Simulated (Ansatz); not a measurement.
Input and command of a plane-wave DFT calculation in Ansatz:

```yaml
crystal:
  lattice:
    - [3.2511682997, 0.0, 0.0]
    - [0.0, 3.2511682997, 0.0]
    - [0.0, 0.0, 3.0617798551]
  atoms:
    - { symbol: Ti, position: [0.0, 0.0, 0.0] }
    - { symbol: Al, position: [0.5, 0.5, 0.5] }
basis:
  ecutwfc: 420
kpoints:
  mp_grid: { grid: [20, 20, 20] }
hamiltonian:
  xc: pbesol
scf:
  occupations: { method: gaussian, width: 0.15 }
output:
  forces: true
  stress: true
  eigenvalues: true
```

```bash
ansatz run input.yaml --threads 2 --pin off --max-ram 5120MiB --backend cpu --events-out ev --progress --plain --runs-dir out
```

Processor: AMD EPYC 9R45 96-Core Processor (Zen 5), 2 threads, on a host shared with other jobs.

Q: How long does it run, and how much memory does it take?

A: About 3.3 s on 2 threads of AMD EPYC 9R45 96-Core Processor (Zen 5), with other jobs on the host, peak memory 0.6 GiB. It solves 12 bands at 726 k points (the mesh reduced by symmetry) with about 643 plane waves, in 6 SCF iterations.
